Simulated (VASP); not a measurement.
Here is a VASP 6.6.1 calculation.

Contents of INCAR:

```
SYSTEM = Al2O3
ALGO = Fast
EDIFF = 1E-8
ENCUT = 520
GGA = PE
ISIF = 2
ISMEAR = 0
LASPH = .TRUE.
LCHARG = .FALSE.
LEFG = .TRUE.
LREAL = .FALSE.
LWAVE = .FALSE.
NELM = 80
PREC = Accurate
SIGMA = 0.02
```

Contents of KPOINTS:

```
k-points
0
G
  10 10 4
  0 0 0
```

Contents of POSCAR:

```
Al2O3
1.0
    3.0174825440      0.0000000000      0.0000000000
   -1.5087412720      2.6132165386      0.0000000000
    0.0000000000      0.0000000000      7.5746360022
Al O
2 3
Direct
    0.0000000000      0.0000000000      0.7220490000
    0.0000000000      0.0000000000      0.2779510000
    0.0000000000      0.0000000000      0.5000000000
    0.6666666667      0.3333333333      0.8005460000
    0.3333333333      0.6666666667      0.1994540000
```

Potentials or basis: VASP PAW PBE potentials, release 64 (Al, O).

Launch:

```console
$ cat potpaw_PBE.64/Al/POTCAR potpaw_PBE.64/O/POTCAR > POTCAR
$ mpirun -np 1 vasp_std > vasp.out
```

**Question.** What does it give for the band gap on the k mesh?

**Answer.** 2.29 eV, direct.

**Question.** Predict the largest force.

**Answer.** 0.091 eV/Å.

**Question.** Predict the pressure.

**Answer.** -0.5 GPa.

Electric field gradients, principal values (V/Å²):
```csv
atom,Vxx,Vyy,Vzz
1 Al,12.330,12.330,-24.660
2 Al,12.330,12.330,-24.660
3 O,-29.139,-29.146,58.285
4 O,33.342,33.349,-66.691
5 O,33.342,33.349,-66.691
```

A k mesh can miss the band edges. A hybrid or GW would open this gap; PBE tends to underestimate it.
